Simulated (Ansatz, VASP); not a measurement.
## MoH5: VASP beside Ansatz

File INCAR:

```
SYSTEM = MoH5
PREC     = Accurate       ! precision mode
ENCUT    = 520            ! plane-wave cutoff, eV
EDIFF    = 1E-6           ! SCF threshold, eV
ISMEAR   = 0              ! smearing method
SIGMA    = 0.1            ! smearing width, eV
LREAL    = .False.        ! projectors in reciprocal space
LASPH    = .True.         ! aspherical terms in the spheres
NELM     = 60             ! most SCF steps
ALGO     = Normal         ! electronic algorithm
ISIF     = 2              ! what is computed and relaxed
LWAVE    = .False.        ! write WAVECAR
LCHARG   = .False.        ! write CHGCAR
GGA      = PE             ! functional
NBANDS   = 18             ! bands
```

The input KPOINTS:

```
Automatic mesh
0
Gamma
  6 6 6
  0 0 0
```

POSCAR

```
MoH5
1.0
    3.7043419300      0.0000000000      0.0000000000
    0.0000000000      3.7043419300      0.0000000000
    0.0000000000      0.0000000000      2.5270501500
H Mo
5 1
Direct
    0.3701097700      0.5000000000      0.0000000000
    0.6298902300      0.5000000000      0.0000000000
    0.5000000000      0.3701097700      0.0000000000
    0.5000000000      0.6298902300      0.0000000000
    0.0000000000      0.0000000000      0.0000000000
    0.0000000000      0.0000000000      0.5000000000
```

Input for Ansatz:

```yaml
crystal:
  lattice:
    - [3.70434193, 0.0, 0.0]
    - [0.0, 3.70434193, 0.0]
    - [0.0, 0.0, 2.52705015]
  atoms:
    - { symbol: H, position: [0.37010977, 0.5, 0.0] }
    - { symbol: H, position: [0.62989023, 0.5, 0.0] }
    - { symbol: H, position: [0.5, 0.37010977, 0.0] }
    - { symbol: H, position: [0.5, 0.62989023, 0.0] }
    - { symbol: H, position: [0.0, 0.0, 0.0] }
    - { symbol: Mo, position: [0.0, 0.0, 0.5] }
basis:
  ecutwfc: 420
kpoints:
  mp_grid: { grid: [6, 6, 6] }
hamiltonian:
  xc: pbe
scf:
  occupations: { method: gaussian, width: 0.1 }
  lower_state_search: "off"
output:
  forces: true
  stress: true
  eigenvalues: true
```

Alike in both runs: task single point; functional PBE; k mesh 6 × 6 × 6; occupations gaussian, width 0.1 eV; no spin polarisation.

|  | VASP | Ansatz |
| --- | --- | --- |
| version | VASP 6.6.1 | Ansatz 0.2.0 |
| potentials or method | VASP PAW PBE potentials, release 64 (H, Mo_sv) | scalar-relativistic, plane waves, PAW |
| plane-wave cutoff (eV) | 520 | 420 |
| valence electrons in the cell | 19 | 19 |

```tsv
	VASP	Ansatz	Ansatz less VASP
gap on the k mesh at the Fermi level (eV)	none	none	-
rms of the force components (eV/Å)	7.137	7.106	-0.0305
```

Atom by atom the forces differ by 0.031 eV/Å (rms over components). A gap of «none» marks a metal or a gap that the smearing closes.

Caveats: the k mesh is coarse (spacing up to 0.41 Å⁻¹), so the values aren't converged; forces of over 1 eV/Å show positions far from the minimum, so gaps and moduli don't describe the material at rest.
